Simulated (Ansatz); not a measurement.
Theory: DFT PBE, scalar-relativistic, plane waves, PAW in Ansatz 0.2.0. Settings: cutoff 420 eV, Γ-centred meshes spaced at most about 0.3 Å⁻¹, and about 0.25 Å⁻¹ or finer for metals (2π included), Gaussian smearing. No spin polarisation in the final relaxations.

These are static total energies at zero pressure. All come from trial cells, and lower structures may exist.

Question: Which of these relaxed structures of TiB₅ is the lowest in energy?
1. Space group Pmmm (No. 47), orthorhombic, a = 3.079 Å, b = 4.391 Å, c = 5.839 Å. Ti has 4 B at 2.22 Å; B on a site of symmetry m has 3 B at 1.60–1.70 Å and 1 Ti at 2.22 Å; B on a site of symmetry mmm has 4 B at 1.63 Å.
2. Space group F-43m (No. 216), cubic, a = 5.633 Å. Ti is surrounded by 16 B at 2.35–2.44 Å; B on a site of symmetry -43m has 12 B at 2.33 Å and 4 Ti at 2.44 Å; B on a site of symmetry 3m is surrounded by 3 B at 1.90 Å, 3 B at 2.08 Å, 3 B at 2.33 Å and 3 Ti at 2.35 Å.
3. Space group P6/mmm (No. 191), hexagonal, a = 4.159 Å, c = 2.893 Å. Ti is surrounded by 18 B at 2.40–2.53 Å and 2 Ti at 2.89 Å; B on a site of symmetry -6m2 has 6 B at 1.88 Å, 3 Ti at 2.40 Å and 3 B at 2.40 Å; B on a site of symmetry mmm has 4 B at 1.88 Å, 4 B at 2.08 Å and 4 Ti at 2.53 Å.

Answer: 3. It has the CaCu5 type, space group P6/mmm (No. 191); the next, 2, with space group F-43m (No. 216), lies 228 meV/atom higher. Counting B atoms around Ti (those within 1.25 times the shortest such distance or 1.15 times the sum of covalent radii, 1.27 where that leaves under three), the lowest has Ti 18 and the next has Ti 16. The lowest holds B–B bonds in all directions (shortest 1.88 Å); the next holds B–B units of three or more atoms (shortest 1.90 Å). Even the lowest lies +0.40 eV/atom against the elements.

Cells relaxed within their symmetry can be saddle points. Some types were kept out of the candidates beforehand, so the set may lack a known form.
